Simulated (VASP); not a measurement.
Sb:

```xyz
2
Lattice="2.1542 1.2437 3.7580 -2.1542 1.2437 3.7580 0.0000 -2.4875 3.7580" Properties=species:S:1:pos:R:3 pbc="T T T"
Sb    0.0000    0.0000    2.6324
Sb    0.0000    0.0000    8.6416
```

- Program: VASP 6.6.1
- Task: relaxation of cell and atoms
- Functional: r2SCAN
- Potentials or basis: VASP PAW PBE potentials, release 64 (Sb)
- Cutoff: 600 eV
- k mesh: 12 × 12 × 10
- Occupations: methfessel-paxton, width 0.1 eV
- Spin: no spin polarisation

At the start: pressure 1.8 GPa; volume 30.21 Å³/atom.

Q: How do energy, volume and symmetry change on relaxing?

A: Over 11 steps the energy falls by 6.0 meV/atom and the volume is 31.49 Å³/atom (+4.2 %); space group R-3m (No. 166, to 0.05 Å).

The path:
```csv
step,energy change (eV),largest force (eV/Å),pressure (GPa),volume (Å³)
1,0.0000,0.0941,1.81,60.41
2,-0.0047,0.2078,-1.11,63.45
3,-0.0097,0.0855,0.05,62.14
4,-0.0105,0.0640,0.04,62.28
5,-0.0115,0.0076,0.03,62.63
6,-0.0107,0.1110,0.04,63.33
7,-0.0117,0.0242,0.03,62.82
8,-0.0120,0.0014,-0.04,62.99
9,-0.0120,0.0067,-0.06,63.04
10,-0.0120,0.0111,0.11,62.89
11,-0.0121,0.0010,0.01,62.98
```

Final structure:
```cif
data_structure
_symmetry_space_group_name_H-M 'P 1'
_symmetry_Int_Tables_number 1
_cell_length_a 4.5990
_cell_length_b 4.5990
_cell_length_c 4.5990
_cell_angle_alpha 56.351
_cell_angle_beta 56.351
_cell_angle_gamma 56.351
_cell_volume 62.98
loop_
_atom_site_label
_atom_site_type_symbol
_atom_site_fract_x
_atom_site_fract_y
_atom_site_fract_z
_atom_site_occupancy
Sb1 Sb 0.23205 0.23205 0.23205 1
Sb2 Sb 0.76795 0.76795 0.76795 1
```

Caveat: the PAW data sets were made with another functional, which shifts forces and pressure a little.
